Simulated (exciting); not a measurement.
**Si under changes of volume**

One of the cells (20.165 Å³/atom); the others are scaled copies at fixed shape and fractional positions:

```xyz
2
Lattice="0.0000 2.7219 2.7219 2.7219 0.0000 2.7219 2.7219 2.7219 0.0000" Properties=species:S:1:pos:R:3 pbc="T T T"
Si    2.7219    2.7219    2.7219
Si    4.0828    4.0828    4.0828
```

```yaml
Program: exciting (release sodium)
Functional: PBE
Potentials_or_basis: all-electron LAPW+lo, shipped species files, valence relativity iora*
rgkmax: 7.5
k_mesh: 8 × 8 × 8
Occupations: fermi-dirac, width 0.05 eV
Spin: no spin polarisation
```

```tsv
volume (Å³/atom)	energy over the lowest point (meV/atom)	gap on the mesh (eV)
18.955	35.19	0.52
19.358	?	?
19.761	7.00	0.60
20.165	1.12	0.63
20.568	0.00	0.66
20.971	3.16	0.69
21.375	10.18	0.72
```

Question: What does the run at 19.358 Å³/atom give?

Answer: Energy over the lowest point 18.17 meV/atom; gap on the mesh 0.56 eV.

Worked out: A Birch-Murnaghan fit of order 3 (a polynomial in V^(-2/3)) to the other rows has its minimum at 20.47 Å³/atom with B0 = V·E''(V) = 88 GPa and B' = 4.4. It gives 18.16 meV/atom at 19.358 Å³/atom, against the run's 18.17. A straight line through the other rows of the gap, of slope 1.64 eV per unit of ln V, gives 0.56 eV, against the run's 0.56.

Energies are extrapolated to zero smearing.

A mesh can miss the band edges.
